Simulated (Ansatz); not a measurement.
TiO2:

```xyz
12
Lattice="-2.9732 3.2874 3.2874 2.9732 -3.2874 3.2874 2.9732 3.2874 -3.2874" Properties=species:S:1:pos:R:3 pbc="T T T"
Ti    1.4866   -1.6437    1.6437
Ti    1.4866    1.6437   -1.6437
Ti    0.0000    1.6437    1.6124
Ti    2.9732    1.6437    1.6750
O     1.4875    1.6437    2.9263
O     1.4857    4.9311   -0.3611
O     0.0000    0.3609    4.9286
O     2.9732   -0.3609    1.6412
O     0.0000    3.6483    1.6462
O     1.4875   -1.6437    3.6485
O     2.9732    2.9264   -1.6412
O     1.4857    1.6437    0.3611
```

The cell is a database's computed one.

- Program: Ansatz 0.2.0
- Task: relaxation of cell and atoms
- Functional: PBEsol
- Potentials or basis: Ansatz PAW
- Cutoff: 420 eV (not typed: the program's choice for these potentials)
- k mesh: 6 × 6 × 6
- Occupations: fermi-dirac, width 0.05 eV
- Spin: no spin polarisation
- Hubbard terms: Ti d U = 3 eV

At the start: volume 10.71 Å³/atom.

Task: How do energy, volume and symmetry change on relaxing?

Result: It ends after 8 steps and the volume is 10.43 Å³/atom (-2.6 %); space group P4_2/mnm (No. 136, to 0.05 Å).

Step by step:
```csv
step,energy change (eV),largest force (eV/Å),volume (Å³)
1,0.0000,0.1284,128.52
2,-0.0690,0.0934,126.11
3,-0.0785,0.0903,125.25
4,-0.0811,0.0049,125.27
5,-0.0811,0.0011,125.27
6,-0.0673,0.0009,125.27
7,-0.0680,0.0007,125.15
8,-0.0673,0.0007,125.15
```

Final structure:
```xyz
12
Lattice="-2.9693 3.2461 3.2461 2.9693 -3.2461 3.2461 2.9693 3.2461 -3.2461" Properties=species:S:1:pos:R:3 pbc="T T T"
Ti    1.4846   -1.6231    1.6231
Ti    1.4846    1.6231   -1.6231
Ti    0.0000    1.6231    1.6231
Ti    2.9693    1.6231    1.6231
O     1.4847    1.6231    2.8896
O     1.4846    4.8692   -0.3566
O     0.0000    0.3566    4.8693
O     2.9693   -0.3566    1.6231
O     0.0000    3.6027    1.6230
O     1.4847   -1.6231    3.6027
O     2.9693    2.8896   -1.6231
O     1.4846    1.6231    0.3566
```

Caveat: the plane-wave basis is chosen anew once the cell has moved, so the energies of steps on either side of that aren't comparable; the pressure holds a Pulay correction of +0.8 GPa for the finite cutoff; the PAW data sets come from PBE, with cores solved anew for the run's functional, which leaves a small shift of forces and pressure.
